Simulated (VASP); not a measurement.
# Ge (Fd-3m) in VASP: notebook

One crystal, Ge, is run at these levels: PBEsol; tasks: relaxation of cell and atoms.

Everything below comes from runs of VASP 6.6.1. Logs are shortened: lines on timing, memory, paths and dates and some standing lists are left out, and cuts for length are marked.

## (1) Starting point

Symmetry: Fd-3m, No. 227, cubic system. Conventional cell: a = 5.658 Å, b = 5.658 Å, c = 5.658 Å, α = 90.00°, β = 90.00°, γ = 90.00°. Ge (site symmetry -43m) is surrounded by 4 Ge at 2.45 Å.

## (2) Relaxation of cell and atoms, PBEsol

INCAR reads:

```
SYSTEM = Ge
PREC     = Accurate       ! precision mode
ENCUT    = 520            ! plane-wave cutoff, eV
EDIFF    = 1E-7           ! SCF threshold, eV
ISMEAR   = 0              ! smearing method
SIGMA    = 0.02           ! smearing width, eV
LREAL    = .False.        ! projectors in reciprocal space
LASPH    = .True.         ! aspherical terms in the spheres
NELM     = 60             ! most SCF steps
ALGO     = Normal         ! electronic algorithm
ISIF     = 3              ! what is computed and relaxed
LWAVE    = .False.        ! write WAVECAR
LCHARG   = .False.        ! write CHGCAR
GGA      = PS             ! functional
IBRION   = 2              ! ionic algorithm
NSW      = 80             ! ionic steps
EDIFFG   = -0.002         ! ionic threshold
KPAR     = 4
```

KPOINTS reads:

```
Automatic mesh
0
Gamma
  10 10 10
  0 0 0
```

POSCAR reads:

```
Ge
1.0
    0.0000000000      2.8289100000      2.8289100000
    2.8289100000      0.0000000000      2.8289100000
    2.8289100000      2.8289100000      0.0000000000
Ge
2
Direct
    0.0000000000      0.0000000000      0.0000000000
    0.2500000000      0.2500000000      0.2500000000
```

Potentials or basis: VASP PAW PBE potentials, release 64 (Ge_d).

On the command line:

```console
$ cat potpaw_PBE.64/Ge_d/POTCAR > POTCAR
$ mpirun -np 4 vasp_std > vasp.out
```

OUTCAR:

```text
SYSTEM = Ge
   PREC = Accurate
   ENCUT = 520
   EDIFF = 1E-7
   ISMEAR = 0
   LREAL = .False.
   LASPH = .True.
   NELM = 60
   ISIF = 3
   GGA = PS
   IBRION = 2
   NSW = 80
   EDIFFG = -0.002

 ion  position               nearest neighbor table
   1  0.000  0.000  0.000-   2 2.45   2 2.45   2 2.45   2 2.45
   2  0.250  0.250  0.250-   1 2.45   1 2.45   1 2.45   1 2.45

  LATTYP: Found a face centered cubic cell.
 ALAT       =     5.6578200000

  Lattice vectors:

 A1 = (   0.0000000000,   2.8289100000,   2.8289100000)
 A2 = (   2.8289100000,   0.0000000000,   2.8289100000)
 A3 = (   2.8289100000,   2.8289100000,   0.0000000000)

Analysis of symmetry for initial positions (statically):
=====================================================================
 Subroutine PRICEL returns:
 Original cell was already a primitive cell.

 Routine SETGRP: Setting up the symmetry group for a
 face centered cubic supercell.

 Subroutine GETGRP returns: Found 48 space group operations
 (whereof 24 operations were pure point group operations)
 out of a pool of 48 trial point group operations.

The static configuration has the point symmetry T_d .
 The point group associated with its full space group is O_h .

Analysis of symmetry for dynamics (positions and initial velocities):
=====================================================================
 Subroutine PRICEL returns:
 Original cell was already a primitive cell.

 Routine SETGRP: Setting up the symmetry group for a
 face centered cubic supercell.

 Subroutine GETGRP returns: Found 48 space group operations
 (whereof 24 operations were pure point group operations)
 out of a pool of 48 trial point group operations.

The dynamic configuration has the point symmetry T_d .
 The point group associated with its full space group is O_h .

 Subroutine INISYM returns: Found 48 space group operations
 (whereof 24 operations are pure point group operations),
 and found     1 'primitive' translations

----------------------------------------------------------------------------------------

                                     Primitive cell

  volume of cell :      45.2780

  direct lattice vectors                    reciprocal lattice vectors
     0.000000000  2.828910000  2.828910000    -0.176746521  0.176746521  0.176746521
     2.828910000  0.000000000  2.828910000     0.176746521 -0.176746521  0.176746521
     2.828910000  2.828910000  0.000000000     0.176746521  0.176746521 -0.176746521

  length of vectors
     4.000682889  4.000682889  4.000682889     0.306133954  0.306133954  0.306133954

  position of ions in fractional coordinates (direct lattice)
     0.000000000  0.000000000  0.000000000
     0.250000000  0.250000000  0.250000000

  ion indices of the primitive-cell ions
   primitive index   ion index
                 1           1
                 2           2

----------------------------------------------------------------------------------------

 KPOINTS: Automatic mesh

Automatic generation of k-mesh.
 Grid dimensions read from file:
 generate k-points for:   10   10   10

 Generating k-lattice:

  Cartesian coordinates                     Fractional coordinates (reciprocal lattice)
    -0.017674652  0.017674652  0.017674652     0.100000000  0.000000000  0.000000000
     0.017674652 -0.017674652  0.017674652     0.000000000  0.100000000  0.000000000
     0.017674652  0.017674652 -0.017674652     0.000000000  0.000000000  0.100000000

  Length of vectors
     0.030613395  0.030613395  0.030613395

  Shift w.r.t. Gamma in fractional coordinates (k-lattice)
     0.000000000  0.000000000  0.000000000

 Subroutine IBZKPT returns following result:
 ===========================================

 Found     47 irreducible k-points:

 Following reciprocal coordinates:
            Coordinates               Weight
  0.000000  0.000000  0.000000      1.000000
  0.100000  0.000000  0.000000      8.000000
  0.200000  0.000000  0.000000      8.000000
  0.300000  0.000000  0.000000      8.000000
  0.400000  0.000000  0.000000      8.000000
  0.500000  0.000000  0.000000      4.000000
[... 16 lines left out ...]
  0.300000  0.300000  0.000000      6.000000
  0.400000  0.300000  0.000000     24.000000
 [... further k-points ...]
   k-points           NKPTS =     47   k-points in BZ     NKDIM =     47   number of bands    NBANDS=     18
   number of dos      NEDOS =    301   number of ions     NIONS =      2
   total plane-waves  NPLWV =  27000
   dimension x,y,z NGX =    30 NGY =   30 NGZ =   30
   dimension x,y,z NGXF=    60 NGYF=   60 NGZF=   60
   ions per type =               2
   NGX,Y,Z   is equivalent  to a cutoff of  12.47, 12.47, 12.47 a.u.
   NGXF,Y,Z  is equivalent  to a cutoff of  24.93, 24.93, 24.93 a.u.
 SYSTEM =  Ge
   PREC   = accura    normal or accurate (medium, high low for compatibility)
   ISTART =      0    job   : 0-new  1-cont  2-samecut
   ICHARG =      2    charge: 1-file 2-atom 10-const
   ISPIN  =      1    spin polarized calculation?
   LNONCOLLINEAR =      F non collinear calculations
   LSORBIT =      F    spin-orbit coupling
   LASPH  =      T    aspherical Exc in radial PAW
   ENCUT  =  520.0 eV  38.22 Ry    6.18 a.u.   7.44  7.44  7.44*2*pi/ulx,y,z
   NELM   =     60;   NELMIN=  2; NELMDL= -5     # of ELM steps
   EDIFF  = 0.1E-06   stopping-criterion for ELM
   LREAL  =      F    real-space projection
   EDIFFG = -.2E-02   stopping-criterion for IOM
   NSW    =     80    number of steps for IOM
   IBRION =      2    ionic relax: 0-MD 1-quasi-New 2-CG
   NFREE  =      1    steps in history (QN), initial steepest desc. (CG)
   ISIF   =      3    stress and relaxation
   ISYM   =      2    0-nonsym 1-usesym 2-fastsym
   POTIM  = 0.5000    time-step for ionic-motion
   TEBEG  =    0.0;   TEEND  =   0.0 temperature during run
   PSTRESS=    0.0 pullay stress
   NELECT =      28.0000    total number of electrons
   NUPDOWN=      -1.0000    fix difference up-down
   EMIN   =  10.00;   EMAX   =-10.00  energy-range for DOS
   EFERMI =   0.00;   METHOD = LEGACY
   ISMEAR =     0;   SIGMA  =   0.02  broadening in eV -4-tet -1-fermi 0-gaus
   EFERMI_NEDOS =   21; number of points for ismear=-14 and -15
   IALGO  =     38    algorithm
   IMIX   =      4    mixing-type and parameters
     AMIX     =   0.40;   BMIX     =  1.00
     AMIX_MAG =   1.60;   BMIX_MAG =  1.00
  volume/ion in A,a.u.               =      22.64       152.78
  Fermi-wavevector in a.u.,A,eV,Ry     =   1.394756  2.635708 26.468033  1.945346
  Thomas-Fermi vector in A             =   2.518275
   LORBIT       =      0    0 simple, 1 ext, 2 COOP (PROOUT), +10 PAW based schemes
   GGA     = PS    functional components
   LHFCALC =     F    Hartree Fock is set to
   AEXX    =    0.0000 exact exchange contribution
   IVDW    =     0    specifies the selected vdW correction
   LEPSILON=     F    determine dielectric tensor
   LRPA    =     F    only Hartree local field effects (RPA)
 conjugate gradient relaxation of ions
 non-spin polarized calculation
 Gauss-broadening in eV      SIGMA  =   0.02
  energy-cutoff  :      520.00
  volume of cell :       45.28
 maximum number of plane-waves:      1243
 NGX is ok and might be reduce to    30
   NGX = 15   NGY = 15   NGZ = 15

--------------------------------------- Ionic step        1  -------------------------------------------

 number of electron      28.0000022 magnetization

 Free energy of the ion-electron system (eV)
  ---------------------------------------------------
  ext. energy  EPLUGINS =         0.00000000
  ---------------------------------------------------
  free energy    TOTEN  =        -9.87050083 eV

  energy without entropy =       -9.87046550  energy(sigma->0) =       -9.87048316

------------------------ aborting loop because EDIFF is reached ----------------------------------------

  FORCE on cell =-STRESS in cart. coord.  units (eV):
  Direction    XX          YY          ZZ          XY          YZ          ZX
  --------------------------------------------------------------------------------------
  -------------------------------------------------------------------------------------
  Total        0.1526653      0.1526653      0.1526653      0.0000000      0.0000000     -0.0000000
  in kB        5.4021097      5.4021097      5.4021097      0.0000000      0.0000000     -0.0000000
  external PRESSURE =       5.4021097 kB  Pullay stress =       0.0000000 kB
[... 129 lines left out ...]
  energy  without entropy=       -9.8711229473  energy(sigma->0) =       -9.87113837

--------------------------------------- Ionic step        5  -------------------------------------------

 number of electron      28.0000015 magnetization

 Free energy of the ion-electron system (eV)
  ---------------------------------------------------
  ext. energy  EPLUGINS =         0.00000000
  ---------------------------------------------------
  free energy    TOTEN  =        -9.87115485 eV

  energy without entropy =       -9.87112400  energy(sigma->0) =       -9.87113943

 E-fermi :   4.7899     XC(G=0): -10.0900

 val. band max:        4.7838009550   @ k =   0.0000   0.0000   0.0000
 cond. band min:       4.8818316583   @ k =   0.5000   0.0000   0.0000
 fundamental gap:      0.0980307033
 Fermi energy:         4.7898895081

 k-point     1 :       0.0000    0.0000    0.0000
  band No.  band energies     occupation
      1     -19.9678      2.00000
      2     -19.9678      2.00000
      3     -19.9678      2.00000
      4     -19.9319      2.00000
      5     -19.9319      2.00000
      6     -19.7241      2.00000
[... 10 lines left out ...]
     17       7.3123      0.00000
     18       7.3123      0.00000
[... 466 lines left out ...]
      2     -19.9954      2.00000
      3     -19.9519      2.00000
      4     -19.8697      2.00000
      5     -19.8497      2.00000
      6     -19.8266      2.00000
[... 10 lines left out ...]
     17      11.3911      0.00000
     18      11.9539      0.00000

 [... further k-points ...]
[... 5 lines left out ...]
  --------------------------------------------------------------------------------------
  -------------------------------------------------------------------------------------
  Total       -0.0035269     -0.0035269     -0.0035269      0.0000000      0.0000000     -0.0000000
  in kB       -0.1237965     -0.1237965     -0.1237965      0.0000000      0.0000000     -0.0000000
  external PRESSURE =      -0.1237965 kB  Pullay stress =       0.0000000 kB
[... 17 lines left out ...]
  FREE ENERGIE OF THE ION-ELECTRON SYSTEM (eV)
  ---------------------------------------------------
  free  energy   TOTEN  =        -9.8711548536 eV

  energy  without entropy=       -9.8711240011  energy(sigma->0) =       -9.87113943

 reached required accuracy - stopping structural energy minimisation
```

Run time: 28 s. Hardware: 4 MPI ranks of Intel Xeon Platinum 8488C (Sapphire Rapids), shared host; peak memory 0.17 GiB.

What came out:

```yaml
Free_energy: -9.8712 eV
Relaxed_volume: 22.82 Å³/atom
Relaxed_cell: a = 4.011 Å, b = 4.011 Å, c = 4.011 Å, α = 60.00°, β = 60.00°, γ = 60.00°
Space_group_after_relaxing_to_0.05_Å: Fd-3m (No. 227)
Energy_gained_by_relaxing: 0.3 meV/atom
Ionic_steps: 5
Pressure_after_relaxing: 0.0 GPa
Band_gap_on_the_k_mesh: none (metal or under the smearing width)
```

The path:
```csv
step,energy change (eV),largest force (eV/Å),pressure (GPa),volume (Å³)
1,0.0000,0.0000,0.54,45.28
2,-0.0006,0.0000,-0.10,45.78
3,-0.0007,0.0000,-0.06,45.67
4,-0.0007,0.0000,0.03,45.63
5,-0.0007,0.0000,-0.01,45.64
```

Final structure:
```yaml
crystal:
  lattice:
    - [0.00000, 2.83653, 2.83653]
    - [2.83653, 0.00000, 2.83653]
    - [2.83653, 2.83653, 0.00000]
  atoms:
    - { symbol: Ge, position: [0.00000, 0.00000, 0.00000] }
    - { symbol: Ge, position: [0.25000, 0.25000, 0.25000] }
```

Levels at points of the mesh, in eV from the Fermi level:
| k point | band 12 | band 13 | band 14 | band 15 | band 16 | band 17 |
| --- | --- | --- | --- | --- | --- | --- |
| (0.00, 0.00, 0.00) | -0.09 | -0.01 | -0.01 | -0.01 | 2.52 | 2.52 |
| (0.50, 0.00, 0.00) | -7.60 | -1.40 | -1.40 | 0.09 | 3.70 | 3.70 |
| (0.50, 0.50, 0.00) | -8.88 | -3.07 | -3.07 | 0.67 | 0.67 | 9.42 |

Caveat: the PAW data sets were made with another functional, which shifts forces and pressure a little; this crystal is a semiconductor, whose small gap the functional closes, so the metal is an error of the method.

## (3) Relaxation of cell and atoms, PBEsol

This run uses another cell than the first one, of 22.82 Å³/atom, 1.008 times its volume.

INCAR is that of step 2.

KPOINTS is that of step 2.

POSCAR reads:

```
Ge                                      
1.0
    0.0000000000      2.8365308644      2.8365308644
    2.8365308644      0.0000000000      2.8365308644
    2.8365308644      2.8365308644      0.0000000000
  Ge            
     2
Direct
     0.0000000000000000    0.0000000000000000    0.0000000000000000
     0.2500000000000000    0.2500000000000000    0.2500000000000000
```

Potentials or basis: VASP PAW PBE potentials, release 64 (Ge_d).

On the command line:

```console
$ cat potpaw_PBE.64/Ge_d/POTCAR > POTCAR
$ mpirun -np 4 vasp_std > vasp.out
```

Wall time 9.9 s (4 MPI ranks of Intel Xeon Platinum 8488C (Sapphire Rapids), shared host); peak memory 0.17 GiB.

Results (log left out):

- Free energy: -9.8713 eV
- Pressure after relaxing: 0.0 GPa
- Band gap on the k mesh: none (metal or under the smearing width)

Final structure:
```xyz
2
Lattice="0.0000 2.8365 2.8365 2.8365 0.0000 2.8365 2.8365 2.8365 0.0000" Properties=species:S:1:pos:R:3 pbc="T T T"
Ge    0.0000    0.0000    0.0000
Ge    1.4183    1.4183    1.4183
```

Levels at points of the mesh, in eV from the Fermi level:
| k point | band 10 | band 11 | band 12 | band 13 | band 14 | band 15 | band 16 | band 17 | band 18 |
| --- | --- | --- | --- | --- | --- | --- | --- | --- | --- |
| (0.00, 0.00, 0.00) | -24.50 | -12.74 | -0.09 | -0.01 | -0.01 | -0.01 | 2.52 | 2.52 | 2.52 |
| (0.50, 0.00, 0.00) | -24.47 | -10.66 | -7.60 | -1.40 | -1.40 | 0.09 | 3.70 | 3.70 | 6.95 |
| (0.50, 0.50, 0.00) | -24.46 | -8.88 | -8.88 | -3.07 | -3.07 | 0.67 | 0.67 | 9.42 | 9.42 |

Caveat: the relaxation stopped at its first step, so nothing moved; the PAW data sets were made with another functional, which shifts forces and pressure a little; this crystal is a semiconductor, whose small gap the functional closes, so the metal is an error of the method.
